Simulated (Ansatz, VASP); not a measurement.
# One calculation of Cu, two programs

```
CELL_PARAMETERS angstrom
2.43910 0.00000 0.00000
0.00000 2.43910 0.00000
0.00000 0.00000 2.43910
ATOMIC_POSITIONS crystal
Cu 0.00000 0.00000 0.00000
```

Alike in both runs: functional RPBE; k mesh 13 × 13 × 13; occupations fermi-dirac, width 0.1 eV; no spin polarisation.

Ansatz relaxed the structure, and its values are those at the end. VASP's run is a single point on that final structure, the one shown.

|  | VASP | Ansatz |
| --- | --- | --- |
| version | VASP 6.6.1 | Ansatz 0.2.0 |
| potentials or method | VASP PAW PBE potentials, release 64 (Cu) | plane waves (420 eV) with PAW, scalar-relativistic |
| plane-wave cutoff (eV) | 520 | 420 |
| valence electrons in the cell | 11 | 19 |

```csv
,VASP,Ansatz,Ansatz less VASP
pressure (GPa),0.6,0.0,-0.64
```

The two sets of potentials don't hold the same shells in valence.

Caveats: the PAW data sets were made with another functional, which shifts forces and pressure a little (VASP).
